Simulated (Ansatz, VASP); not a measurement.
## One calculation of MnS, two programs

Contents of INCAR:

```
SYSTEM = MnS
PREC = Accurate
ENCUT = 520
EDIFF = 1E-7
ISMEAR = -1
SIGMA = 0.05
LREAL = .False.
LASPH = .True.
NELM = 150
ALGO = Normal
ISIF = 2
LWAVE = .False.
LCHARG = .False.
ISPIN = 2
MAGMOM = 4 4 0 0
LORBIT = 11
LMAXMIX = 4
GGA = PE
NBANDS = 31
```

KPOINTS

```
regular mesh
0
Gamma
  8 8 4
  0 0 0
```

Contents of POSCAR:

```
MnS
1.0
    3.9535769233      0.0000000000      0.0000000000
   -1.9767884617      3.4238980514      0.0000000000
    0.0000000000      0.0000000000      6.3425288600
Mn S
2 2
Direct
    0.6666666667      0.3333333333      0.4988446700
    0.3333333333      0.6666666667      0.9988446700
    0.3333333333      0.6666666667      0.6261543000
    0.6666666667      0.3333333333      0.1261543000
```

input.yaml

```yaml
crystal:
  lattice:
    - [3.9535769233, 0.0, 0.0]
    - [-1.9767884617, 3.4238980514, 0.0]
    - [0.0, 0.0, 6.34252886]
  atoms:
    - { symbol: Mn, position: [0.6666666667, 0.3333333333, 0.49884467], spin: 4.0 }
    - { symbol: Mn, position: [0.3333333333, 0.6666666667, 0.99884467], spin: 4.0 }
    - { symbol: S, position: [0.3333333333, 0.6666666667, 0.6261543] }
    - { symbol: S, position: [0.6666666667, 0.3333333333, 0.1261543] }
hamiltonian:
  xc: pbe
  pseudopotentials: { kind: nc }
magnetization:
  spin_polarized: true
kpoints:
  mp_grid: { grid: [8, 8, 4] }
  band_path:
    path:
      - [[0.0, 0.0, 0.0], [0.5, 0.0, 0.0], [0.3333333333, 0.3333333333, 0.0], [0.0, 0.0, 0.0], [0.0, 0.0, 0.5], [0.5, 0.0, 0.5], [0.3333333333, 0.3333333333, 0.5], [0.0, 0.0, 0.5]]
      - [[0.5, 0.0, 0.5], [0.5, 0.0, 0.0]]
      - [[0.3333333333, 0.3333333333, 0.0], [0.3333333333, 0.3333333333, 0.5]]
    npoints: 14
scf:
  occupations: { method: fermi_dirac, width: 0.05 }
  n_extra_bands: 10
output:
  forces: true
  stress: true
  eigenvalues: true
  fatbands: false
  write_density: true
  write_potential: true
  elf: true
  volumetric_format: npy
```

The cell is a database's computed one.

Alike in both runs: functional PBE; k mesh 8 × 8 × 4; occupations fermi-dirac, width 0.05 eV; collinear spin, ferromagnetic start.

```csv
,VASP,Ansatz
version,VASP 6.6.1,Ansatz 0.2.0
potentials or method,"VASP PAW PBE potentials, release 64 (Mn_pv, S)",Ansatz NC with PseudoDojo standard (PBE files)
plane-wave cutoff (eV),520,1306
valence electrons in the cell,38,42
task,single point,band structure
```

Ansatz gave:

| Item | Value |
| --- | --- |
| gap on the k mesh at the Fermi level (eV) | none |
| pressure (GPa) | 2.8 |
| largest component of the traceless stress (GPa) | 1.73 |
| rms of the force components (eV/Å) | 0.166 |
| net moment per atom (μB) | 2.46 |
| size of the moment on the site where the two differ most (μB) | 4.10 |

Question: Estimate VASP's values.

Answer: gap on the k mesh at the Fermi level (eV): none; pressure (GPa): 2.8; largest component of the traceless stress (GPa): 1.74; rms of the force components (eV/Å): 0.166; net moment per atom (μB): 2.46; size of the moment on the site where the two differ most (μB): 4.32.

Site moments also hang on the region over which each program counts them. Atom by atom the forces differ by 0.001 eV/Å (rms over components). A gap of «none» marks a metal or a gap that the smearing closes. The two sets of potentials don't hold the same shells in valence.

Caveats: semilocal functionals often make such compounds metallic where correlation or magnetic order opens a gap, which also shifts bond lengths; only a ferromagnetic start was run, and an antiferromagnetic order may lie lower in energy. With open d or f shells a metallic result of PBE can be an artefact of self-interaction; +U or a hybrid may open a gap.
